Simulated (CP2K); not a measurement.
Runs of CP2K 2026.2 on WC (Qusongite). Symmetry: P-6m2, No. 187, hexagonal system. Conventional cell: a = 2.907 Å, b = 2.907 Å, c = 2.837 Å, α = 90.00°, β = 90.00°, γ = 120.00°. W (site symmetry -6m2) is surrounded by 6 C at 2.20 Å. C (site symmetry -6m2) has 6 W at 2.20 Å as nearest neighbours. 

```tsv
task	level	potentials or basis	cell	k mesh	smearing	EPS_DEFAULT	NGRIDS	EXTRAPOLATION	optimiser	most steps	gap on the mesh (eV)	pressure (GPa)	largest force (eV/Å)
relaxation of cell and atoms	LDA	GTH_POTENTIALS W GTH-PADE-q14, C GTH-PADE-q4; TZVP-MOLOPT-PBE-GTH basis	relaxed	8 × 8 × 7	fermi-dirac 0.1 eV	1.0E-9	5	USE_PREV_P	BFGS	40	none	-0.1	0.17
band structure	PBEsol	POTENTIAL_UZH W GTH-PBE-q14, C GTH-PBE-q4; TZVP-MOLOPT-PBE-GTH basis	as given	10 × 10 × 9	fermi-dirac 0.05 eV	1.0E-10	5	-	-	-	none	-4.0	-
relaxation of cell and atoms	LDA	GTH_POTENTIALS W GTH-PADE-q14, C GTH-PADE-q4; TZVP-MOLOPT-PBE-GTH basis	relaxed	8 × 8 × 7	fermi-dirac 0.01 eV	1.0E-9	5	USE_PREV_P	BFGS	40	none	-0.1	0.16
band structure	PBE	POTENTIAL_UZH W GTH-PBE-q14, C GTH-PBE-q4; TZVP-MOLOPT-PBE-GTH basis	as given	10 × 10 × 9	fermi-dirac 0.01 eV	1.0E-9	4	-	-	-	none	2.7	-
band structure	PBEsol	POTENTIAL_UZH W GTH-PBE-q14, C GTH-PBE-q4; TZVP-MOLOPT-PBE-GTH basis	as given	10 × 10 × 9	fermi-dirac 0.0259 eV	1.0E-9	4	-	-	-	none	-4.0	-
band structure	PBE	POTENTIAL_UZH W GTH-SCAN-q14, C GTH-SCAN-q4; DZVP-MOLOPT-SR-GTH basis	as given	10 × 10 × 9	fermi-dirac 0.05 eV	1.0E-10	5	-	-	-	none	-2.0	-
band structure	LDA	POTENTIAL_UZH W GTH-PBE-q14, C GTH-PBE-q4; TZVP-MOLOPT-PBE-GTH basis	as given	10 × 10 × 9	fermi-dirac 0.05 eV	1.0E-10	5	-	-	-	none	-6.5	-
band structure	BLYP	POTENTIAL_UZH W GTH-PBE-q14, C GTH-PBE-q4; TZVP-MOLOPT-PBE-GTH basis	as given	10 × 10 × 9	fermi-dirac 0.05 eV	1.0E-10	5	-	-	-	none	(a)	-
```

Alike in all rows: no spin polarisation.

Q: Estimate the missing entries.

A: (a) 15.9.

Caveats: the basis of atomic orbitals isn't converged, which shifts pressures, moduli and gaps; the potentials were made for another functional, which shifts forces and pressure (some runs); more than 0.5 GPa of stress was left at the end, so the final cell isn't listed (some runs).

A k mesh can miss the band edges, and the runs leave out spin-orbit coupling on W.

A gap of «none» marks a metal or a gap under the smearing width.

Not every run made on this cell is shown here.
